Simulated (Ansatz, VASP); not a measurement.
## Cd in VASP and in Ansatz

Contents of INCAR:

```
  PREC = Accurate
  ENCUT = 520
  EDIFF = 1E-7
  ISMEAR = -1
  SIGMA = 0.05
  LREAL = F
  LASPH = T
  NELM = 80
  ALGO = Normal
  ISIF = 2
  LWAVE = F
  LCHARG = F
  GGA = PE
  NBANDS = 12
```

Contents of KPOINTS:

```
regular mesh
0
Gamma
  10 10 10
```

Contents of POSCAR:

```
Cd
1.0
   -1.8193175905      1.8193175905      1.8193175905
    1.8193175905     -1.8193175905      1.8193175905
    1.8193175905      1.8193175905     -1.8193175905
Cd
1
Direct
    0.0000000000      0.0000000000      0.0000000000
```

Contents of input.yaml:

```yaml
crystal:
  lattice:
    - [-1.8193175905, 1.8193175905, 1.8193175905]
    - [1.8193175905, -1.8193175905, 1.8193175905]
    - [1.8193175905, 1.8193175905, -1.8193175905]
  atoms:
    - { symbol: Cd, position: [0.0, 0.0, 0.0] }
hamiltonian:
  xc: pbe
  pseudopotentials: { kind: paw }
kpoints:
  mp_grid: { grid: [10, 10, 10] }
scf:
  occupations: { method: fermi_dirac, width: 0.05 }
output:
  forces: true
  stress: true
  eigenvalues: true
  write_density: true
  write_potential: true
  elf: true
  volumetric_format: npy
```

Change from the starting cell: volume scaled by 1.06.

Alike in both runs: task single point; functional PBE; k mesh 10 × 10 × 10; occupations fermi-dirac, width 0.05 eV; no spin polarisation.

```csv
,VASP,Ansatz
version,VASP 6.6.1,Ansatz 0.2.0
potentials or method,"VASP PAW PBE potentials, release 64 (Cd)",Ansatz PAW
plane-wave cutoff (eV),520,420
valence electrons in the cell,12,20
```

|  | VASP | Ansatz | Ansatz less VASP |
| --- | --- | --- | --- |
| gap on the k mesh at the Fermi level (eV) | none | none | - |
| pressure (GPa) | -0.7 | -0.9 | -0.18 |

A gap of «none» marks a metal or a gap that the smearing closes. The two sets of potentials don't hold the same shells in valence.
